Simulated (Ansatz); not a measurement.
# Axial (c/a) deformation path in BN

These are results of DFT PBE+D3(BJ), scalar-relativistic, plane waves, PAW in Ansatz, not measurements. The runs took a 420 eV cutoff, a Γ-centred 12×12×4 mesh and Gaussian smearing (0.05 eV). No spin polarisation. Energies are free energies at this smearing, counted from the undisturbed cell; pressure is positive in compression.

The undisturbed cell (as given, not relaxed at this level; it stands at -1.2 GPa; this form isn't the usual structure):

```
B N
1.0
     2.51000    0.00000    0.00000
    -1.25500    2.17372    0.00000
     0.00000    0.00000    6.69000
B N
2 2
Cartesian
  0.0000 0.0000 3.3450
  0.0000 1.4491 0.0000
  0.0000 0.0000 0.0000
  1.2550 0.7246 3.3450
```

At fixed volume and fractional coordinates, lengths along (0.000, 0.000, 1.000) are scaled against those across it; ρ is that ratio over its starting value.

```
    ρ  ΔE (meV/atom)
0.800          332.2
0.850          182.6
0.920           51.5
0.960           13.5
1.000            0.0
1.050           15.0
1.100           62.8
1.200          248.8
1.300          540.2
```

Predict the gap on the mesh (eV) at each point.

```tsv
ρ	gap on the mesh (eV)
0.800	3.38
0.850	3.71
0.920	4.10
0.960	4.26
1.000	4.36
1.050	4.49
1.100	4.62
1.200	4.46
1.300	4.14
```